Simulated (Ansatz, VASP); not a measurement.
**Two plane-wave programs on AgCl (Chlorargyrite)**

File INCAR:

```
ALGO = Normal
EDIFF = 1E-7
ENCUT = 520
GGA = CA
ISIF = 2
ISMEAR = -1
LASPH = True
LCHARG = False
LREAL = False
LWAVE = False
NBANDS = 16
NELM = 100
PREC = Accurate
SIGMA = 0.05
```

KPOINTS

```
k-points
0
Gamma
  7 7 7
```

Contents of POSCAR:

```
AgCl
1.0
    0.0000000000      2.7886410693      2.7886410693
    2.7886410693      0.0000000000      2.7886410693
    2.7886410693      2.7886410693      0.0000000000
Ag Cl
1 1
Direct
    0.0000000000      0.0000000000      0.0000000000
    0.5000000000      0.5000000000      0.5000000000
```

The input input.yaml:

```yaml
crystal:
  lattice:
    - [0.0, 2.7886410693, 2.7886410693]
    - [2.7886410693, 0.0, 2.7886410693]
    - [2.7886410693, 2.7886410693, 0.0]
  atoms:
    - { symbol: Ag, position: [0.0, 0.0, 0.0] }
    - { symbol: Cl, position: [0.5, 0.5, 0.5] }
hamiltonian:
  xc: lda
  pseudopotentials: { kind: paw }
kpoints:
  mp_grid: { grid: [7, 7, 7] }
scf:
  occupations: { method: fermi_dirac, width: 0.05 }
output:
  forces: true
  stress: true
  eigenvalues: true
```

Alike in both runs: task single point; functional LDA; k mesh 7 × 7 × 7; occupations fermi-dirac, width 0.05 eV; no spin polarisation.

|  | VASP | Ansatz |
| --- | --- | --- |
| version | VASP 6.6.1 | Ansatz 0.2.0 |
| potentials or method | VASP PAW LDA potentials, release 64 (Ag, Cl) | Ansatz PAW |
| plane-wave cutoff (eV) | 520 | 420 |
| valence electrons in the cell | 18 | 26 |

Ansatz gave:

```
gap on the k mesh at the Fermi level (eV) : 0.69
least direct gap on the mesh (eV)         : 2.85
pressure (GPa)                            : -6.2
```

**Question.** Which values does VASP return?

**Answer.** gap on the k mesh at the Fermi level (eV): 0.72; least direct gap on the mesh (eV): 2.88; pressure (GPa): -6.2.

The two sets of potentials don't hold the same shells in valence.

Caveats: an odd mesh through Γ misses points on the zone boundary, where band edges often lie (VASP); odd divisions of the mesh miss points on the zone boundary, where band edges often lie, so the gap on the mesh can be too wide (Ansatz); the PAW data sets come from PBE, with cores solved anew for the run's functional, which leaves a small shift of forces and pressure (Ansatz). As with any semilocal functional, this LDA gap is likely too small.
